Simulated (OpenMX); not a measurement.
Wanted: the native input for an OpenMX 3.8.5 run.

```yaml
Task: single point
Functional: PBE
Potentials_or_basis: OpenMX 2013 PBE set, Zn6.0H-s3p2d2, S7.0-s2p2d1f1, grid cutoff 700 Ry
k_mesh: 7 × 7 × 7
Occupations: fermi-dirac, width 0.05 eV
Spin: no spin polarisation
Mixing_scheme: rmm-diisk
SCF_threshold: 1e-08 Ha
Solver: band
Max_SCF_cycles: 100
```

Crystal: ZnS.

```
CELL_PARAMETERS angstrom
0.00000 2.70200 2.70200
2.70200 0.00000 2.70200
2.70200 2.70200 0.00000
ATOMIC_POSITIONS crystal
Zn 0.75000 0.75000 0.75000
S 0.00000 0.00000 0.00000
```

The input as run:

ZnS.dat

```
System.CurrrentDirectory             ./
System.Name                          ZnS
DATA.PATH                            ./DFT_DATA13
level.of.stdout                      1
level.of.fileout                     1
Species.Number                       2
<Definition.of.Atomic.Species
  Zn  Zn6.0H-s3p2d2          Zn_PBE13H
  S   S7.0-s2p2d1f1          S_PBE13
Definition.of.Atomic.Species>

Atoms.Number                         2
Atoms.SpeciesAndCoordinates.Unit     FRAC
<Atoms.SpeciesAndCoordinates
    1  Zn    0.7500000000    0.7500000000    0.7500000000  10.000 10.000
    2  S     0.0000000000    0.0000000000    0.0000000000   3.000  3.000
Atoms.SpeciesAndCoordinates>

Atoms.UnitVectors.Unit               Ang
<Atoms.UnitVectors
     0.0000000000    2.7020000000    2.7020000000
     2.7020000000    0.0000000000    2.7020000000
     2.7020000000    2.7020000000    0.0000000000
Atoms.UnitVectors>

scf.XcType                           GGA-PBE
scf.SpinPolarization                 off
scf.ElectronicTemperature            580.226
scf.energycutoff                     700.0
scf.maxIter                          100
scf.EigenvalueSolver                 band
scf.Kgrid                            7 7 7
scf.Mixing.Type                      rmm-diisk
scf.Init.Mixing.Weight               0.05
scf.Min.Mixing.Weight                0.001
scf.Max.Mixing.Weight                0.3
scf.Mixing.History                   25
scf.Mixing.StartPulay                8
scf.criterion                        1.0e-8
scf.stress.tensor                    on
MD.Type                              nomd
```

Potentials or basis: OpenMX 2013 PBE set, Zn6.0H-s3p2d2, S7.0-s2p2d1f1, grid cutoff 700 Ry.

Launch:

```sh
$ openmx ZnS.dat -nt 1 > ZnS.std
```

It gave:

| Quantity | Value |
| --- | --- |
| Pressure | 4.8 GPa |
| Band gap on the k mesh | 2.36 eV, direct |
| Mulliken charges | Zn +0.24; S -0.24 e |

Caveat: Mulliken charges move with the basis; the basis of atomic orbitals isn't converged, which shifts pressures, moduli and gaps.

Run time: 63 s on 1 thread of Arm Neoverse V2 (shared host), peak memory 1.2 GiB.
